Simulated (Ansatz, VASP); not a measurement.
## Ca7F16 (a cell with a defect) (Fluorite) in VASP and in Ansatz

INCAR

```
ALGO = Normal
EDIFF = 1E-8
ENCUT = 520
GGA = PE
ISIF = 2
ISMEAR = -1
ISPIN = 2
LASPH = True
LCHARG = False
LEFG = True
LORBIT = 11
LREAL = Auto
LWAVE = False
MAGMOM = 0 0 0 0 0 0 0 0.5 0.5 0.5 0 0.5 0 0 0 0 0 0 0.5 0 0.5 0.5 0.5
NBANDS = 112
NELM = 150
PREC = Accurate
SIGMA = 0.01
```

Contents of KPOINTS:

```
k-points
0
Gamma
  3 3 3
```

Contents of POSCAR:

```
Ca7F16
1.0
    0.0000000000      5.4620000000      5.4620000000
    5.4620000000      0.0000000000      5.4620000000
    5.4620000000      5.4620000000      0.0000000000
Ca F
7 16
Direct
    0.0000000000      0.0000000000      0.5000000000
    0.0000000000      0.5000000000      0.0000000000
    0.0000000000      0.5000000000      0.5000000000
    0.5000000000      0.0000000000      0.0000000000
    0.5000000000      0.0000000000      0.5000000000
    0.5000000000      0.5000000000      0.0000000000
    0.5000000000      0.5000000000      0.5000000000
    0.1250000000      0.1250000000      0.1250000000
    0.1250000000      0.1250000000      0.6250000000
    0.1250000000      0.6250000000      0.1250000000
    0.1250000000      0.6250000000      0.6250000000
    0.6250000000      0.1250000000      0.1250000000
    0.6250000000      0.1250000000      0.6250000000
    0.6250000000      0.6250000000      0.1250000000
    0.6250000000      0.6250000000      0.6250000000
    0.3750000000      0.3750000000      0.3750000000
    0.3750000000      0.3750000000      0.8750000000
    0.3750000000      0.8750000000      0.3750000000
    0.3750000000      0.8750000000      0.8750000000
    0.8750000000      0.3750000000      0.3750000000
    0.8750000000      0.3750000000      0.8750000000
    0.8750000000      0.8750000000      0.3750000000
    0.8750000000      0.8750000000      0.8750000000
```

Input for Ansatz:

```yaml
crystal:
  lattice:
    - [0.0, 5.462, 5.462]
    - [5.462, 0.0, 5.462]
    - [5.462, 5.462, 0.0]
  atoms:
    - { symbol: Ca, position: [0.0, 0.0, 0.5] }
    - { symbol: Ca, position: [0.0, 0.5, 0.0] }
    - { symbol: Ca, position: [0.0, 0.5, 0.5] }
    - { symbol: Ca, position: [0.5, 0.0, 0.0] }
    - { symbol: Ca, position: [0.5, 0.0, 0.5] }
    - { symbol: Ca, position: [0.5, 0.5, 0.0] }
    - { symbol: Ca, position: [0.5, 0.5, 0.5] }
    - { symbol: F, position: [0.125, 0.125, 0.125], spin: 0.5 }
    - { symbol: F, position: [0.125, 0.125, 0.625], spin: 0.5 }
    - { symbol: F, position: [0.125, 0.625, 0.125], spin: 0.5 }
    - { symbol: F, position: [0.125, 0.625, 0.625] }
    - { symbol: F, position: [0.625, 0.125, 0.125], spin: 0.5 }
    - { symbol: F, position: [0.625, 0.125, 0.625] }
    - { symbol: F, position: [0.625, 0.625, 0.125] }
    - { symbol: F, position: [0.625, 0.625, 0.625] }
    - { symbol: F, position: [0.375, 0.375, 0.375] }
    - { symbol: F, position: [0.375, 0.375, 0.875] }
    - { symbol: F, position: [0.375, 0.875, 0.375] }
    - { symbol: F, position: [0.375, 0.875, 0.875], spin: 0.5 }
    - { symbol: F, position: [0.875, 0.375, 0.375] }
    - { symbol: F, position: [0.875, 0.375, 0.875], spin: 0.5 }
    - { symbol: F, position: [0.875, 0.875, 0.375], spin: 0.5 }
    - { symbol: F, position: [0.875, 0.875, 0.875], spin: 0.5 }
magnetization:
  spin_polarized: true
kpoints:
  mp_grid: { grid: [3, 3, 3] }
scf:
  occupations: { method: fermi_dirac, width: 0.01 }
  mixing: { algorithm: broyden, beta: 0.05 }
hamiltonian:
  xc: pbe
  pseudopotentials: { kind: paw }
output:
  forces: true
  stress: true
  populations: true
  efg: { quadrupole_moments_barn: { Ca: -0.0408 }, contact_densities: true }
```

Alike in both runs: task electric field gradients; functional PBE; k mesh 3 × 3 × 3; occupations fermi-dirac, width 0.01 eV; collinear spin.

|  | VASP | Ansatz |
| --- | --- | --- |
| version | VASP 6.6.1 | Ansatz 0.2.0 |
| potentials or method | VASP PAW PBE potentials, release 64 (Ca_sv, F) | plane-wave PAW, scalar-relativistic |
| plane-wave cutoff (eV) | 520 | 420 |
| valence electrons in the cell | 182 | 182 |

Ansatz gave:

- pressure (GPa): 1.5
- rms of the force components (eV/Å): 0.154
- net moment per atom (μB): 0.09
- size of the moment on the site where the two differ most (μB): 0.21
- Vzz of the field gradient on the site that differs most (V/Å²): 74.5

Task: What did VASP give for the same quantities?

Result: Pressure (GPa): 1.7; rms of the force components (eV/Å): 0.148; net moment per atom (μB): 0.09; size of the moment on the site where the two differ most (μB): 0.19; Vzz of the field gradient on the site that differs most (V/Å²): 77.2.

Site moments also hang on the region over which each program counts them. Atom by atom the forces differ by 0.006 eV/Å (rms over components). With one functional, cell and mesh, what is left measures potentials, basis and numerics. Ansatz warned: «stability_check_not_made».
